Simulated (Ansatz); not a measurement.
Bi2Te3: levels along high-symmetry lines

```
Bi Te
1.0
     2.20850    1.27508    9.94667
    -2.20850    1.27508    9.94667
     0.00000   -2.55016    9.94667
Bi Te
2 3
Direct
  0.81200 0.81200 0.81200
  0.40200 0.40200 0.40200
  0.61100 0.61100 0.61100
  0.20000 0.20000 0.20000
  0.00000 0.00000 0.00000
```

Atom numbers follow the list: Bi1, Bi2, Te3, Te4, Te5.

The geometry is COD entry 9012858, unchecked; take it as a test cell.

Spin–orbit coupling is left out, though it moves levels of the heavy atoms by tenths of an eV or more.

Theory: Ansatz 0.2.0, DFT, PBE, all-electron LAPW, scalar-relativistic.

Sampling and basis: a Γ-centred 8×8×8 k mesh, Fermi–Dirac smearing of 0.08 eV, basis error target 1 meV/atom, no spin polarisation.

Points in fractions of the reciprocal vectors of this cell: Γ (0, 0, 0), T (0.5, 0.5, 0.5), H2 (0.822, 0.178, 0.5), H0 (0.5, -0.178, 0.178), L (0.5, 0, 0), S0 (0.339, -0.339, 0), S2 (0.661, 0, 0.339), F (0.5, 0, 0.5). The path joins them by straight lines in the order Γ–T–H2–H0–L–Γ–S0–S2–F; legs that retrace an earlier one aren't tabulated. Energies are in eV from the Fermi level.

Q: Metal or insulator at this level of theory?

A: No gap opens: metallic or semimetallic.

Q: Tabulate bands 69 to 76, counted from the lowest band of the run, along the path.

A: 
```
k (1/Å)  point  band 69  band 70  band 71  band 72  band 73  band 74  band 75  band 76
   0.00      Γ    -2.13    -2.13    -0.47    -0.47    -0.47    -0.09     0.28     0.28
   0.05           -2.13    -2.13    -0.51    -0.49    -0.49    -0.05     0.30     0.30
   0.09           -2.12    -2.10    -0.59    -0.53    -0.53     0.04     0.38     0.38
   0.14           -2.12    -2.02    -0.68    -0.59    -0.59     0.14     0.48     0.48
   0.18           -2.11    -1.94    -0.76    -0.64    -0.64     0.24     0.60     0.60
   0.23           -2.10    -1.88    -0.83    -0.68    -0.68     0.33     0.72     0.72
   0.27           -2.10    -1.83    -0.88    -0.70    -0.70     0.39     0.81     0.81
   0.32      T    -2.10    -1.81    -0.90    -0.71    -0.71     0.41     0.85     0.85
   0.45           -2.22    -1.66    -1.05    -0.45    -0.06     0.00     0.37     0.79
   0.58           -2.42    -1.84    -1.07    -0.71    -0.70     0.56     0.85     1.09
   0.71           -2.52    -1.96    -1.44    -1.11    -0.88     0.96     1.49     1.68
   0.84           -2.97    -2.10    -1.33    -1.02    -0.95     1.18     1.46     1.57
   0.97           -3.52    -2.37    -1.19    -0.77    -0.64     0.85     1.00     1.50
   1.10           -3.96    -2.67    -1.39    -0.29    -0.24     0.40     0.48     1.78
   1.23     H2    -3.74    -2.98    -1.65    -0.61    -0.55     0.80     0.88     2.05
   1.26           -3.67    -3.02    -1.62    -0.79    -0.43     0.68     1.07     2.02
   1.30           -3.54    -3.12    -1.53    -1.00    -0.30     0.56     1.29     1.90
   1.33           -3.40    -3.24    -1.39    -1.19    -0.22     0.47     1.51     1.73
   1.36           -3.40    -3.24    -1.39    -1.19    -0.22     0.47     1.51     1.73
   1.39           -3.54    -3.12    -1.53    -1.00    -0.30     0.56     1.29     1.90
   1.42           -3.67    -3.02    -1.62    -0.79    -0.43     0.68     1.07     2.02
   1.45     H0    -3.74    -2.98    -1.65    -0.61    -0.55     0.80     0.88     2.05
   1.52           -3.41    -3.12    -1.78    -0.93    -0.85     1.17     1.28     2.18
   1.59           -3.25    -3.02    -1.91    -1.25    -1.14     1.54     1.66     2.29
   1.67           -3.04    -2.70    -2.02    -1.49    -1.34     1.77     1.83     2.37
   1.74           -2.85    -2.62    -2.10    -1.52    -1.33     1.50     1.65     2.43
   1.81           -2.90    -2.82    -2.16    -1.26    -1.01     0.96     1.24     2.47
   1.88           -3.11    -3.09    -2.20    -0.80    -0.55     0.36     0.75     2.49
   1.96      L    -3.28    -3.24    -2.21    -0.32    -0.26    -0.14     0.44     2.50
   2.07           -3.19    -3.16    -1.98    -0.40    -0.35     0.04     0.51     2.21
   2.19           -3.05    -2.87    -1.44    -0.57    -0.43     0.31     0.69     1.63
   2.31           -2.82    -2.49    -0.85    -0.65    -0.52     0.59     0.93     0.98
   2.43           -2.55    -2.04    -1.00    -0.62    -0.09     0.38     0.87     1.13
   2.55           -2.29    -1.68    -1.18    -0.67    -0.51     0.67     0.95     0.99
   2.67           -1.96    -1.87    -1.08    -0.61    -0.60     0.27     0.55     0.86
   2.78      Γ    -2.13    -2.13    -0.47    -0.47    -0.47    -0.09     0.28     0.28
   2.92           -1.97    -1.80    -1.12    -0.75    -0.33     0.08     0.72     0.95
   3.06           -2.49    -1.99    -0.72    -0.48    -0.14     0.19     0.64     0.87
   3.20           -2.95    -2.34    -0.35    -0.32    -0.13     0.16     0.45     0.64
   3.33           -3.28    -2.74    -1.03    -0.86    -0.12     0.22     1.12     1.19
   3.47           -3.20    -3.14    -1.60    -1.54    -0.06     0.36     1.76     1.85
   3.61           -3.18    -3.06    -1.81    -1.73    -0.10     0.45     2.14     2.18
   3.75     S0    -3.34    -3.30    -1.35    -1.24    -0.21     0.46     1.57     1.68
   3.78           -3.44    -3.19    -1.48    -1.12    -0.27     0.53     1.44     1.83
   3.81           -3.55    -3.09    -1.61    -0.95    -0.41     0.68     1.25     1.99
   3.84           -3.63    -3.03    -1.68    -0.78    -0.58     0.85     1.07     2.09
   3.87           -3.63    -3.03    -1.68    -0.78    -0.58     0.85     1.07     2.09
   3.90           -3.55    -3.09    -1.61    -0.95    -0.41     0.68     1.25     1.99
   3.93           -3.44    -3.19    -1.48    -1.12    -0.27     0.53     1.44     1.83
   3.96     S2    -3.34    -3.30    -1.35    -1.24    -0.21     0.46     1.57     1.68
   4.03           -3.47    -3.41    -0.98    -0.88    -0.27     0.45     1.09     1.30
   4.09           -3.60    -3.46    -0.57    -0.49    -0.33     0.42     0.59     0.90
   4.16           -3.67    -3.37    -0.40    -0.30    -0.15     0.27     0.40     0.53
   4.22           -3.65    -3.11    -0.69    -0.44    -0.14     0.36     0.47     0.63
   4.29           -3.46    -2.76    -1.19    -0.54    -0.47     0.36     0.79     1.08
   4.35           -3.15    -2.43    -1.64    -0.91    -0.50     0.35     1.04     1.51
   4.42      F    -2.96    -2.30    -1.84    -1.09    -0.51     0.34     1.12     1.73
```
